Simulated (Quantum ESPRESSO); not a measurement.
A run of Quantum ESPRESSO 7.5:

File pw.in:

```
&CONTROL
  calculation = 'vc-relax'
  prefix = 'pwscf'
  outdir = './tmp'
  pseudo_dir = './pseudo'
  tprnfor = .true.
  tstress = .true.
  disk_io = 'low'
  nstep = 40
  forc_conv_thr = 0.0004
  etot_conv_thr = 1d-05
/
&SYSTEM
  ibrav = 0
  nat = 1
  ntyp = 1
  ecutwfc = 52
  ecutrho = 414
  nbnd = 6
  occupations = 'smearing'
  smearing = 'fd'
  degauss = 0.00367493
/
&ELECTRONS
  conv_thr = 2d-10
  electron_maxstep = 120
  mixing_beta = 0.5
/
&IONS
  ion_dynamics = 'bfgs'
/
&CELL
  cell_dynamics = 'bfgs'
  press = 0
  press_conv_thr = 0.3
/
ATOMIC_SPECIES
Al    26.9815 al_pbesol_v1.uspp.F.UPF
CELL_PARAMETERS angstrom
  -1.5912186900    1.5912186900    1.5912186900
   1.5912186900   -1.5912186900    1.5912186900
   1.5912186900    1.5912186900   -1.5912186900
ATOMIC_POSITIONS crystal
Al     0.0000000000    0.0000000000    0.0000000000
K_POINTS automatic
12 12 12 0 0 0
```

Potentials or basis: GBRV 1.5 PBEsol.

Command:

```sh
$ OMP_NUM_THREADS=1 mpirun -n 2 pw.x -nk 2 -in pw.in > pw.out
```

Hardware: 2 MPI ranks on Arm Neoverse V2, on a shared host.

Q: How long does it take, and how much memory?

A: It took 7.3 s on 2 MPI ranks on Arm Neoverse V2, on a shared host, peak memory 0.12 GiB a rank. Counts: scf iterations 25, k pools 2, bands 6, ion steps 4, k points 72, g dense 15587.
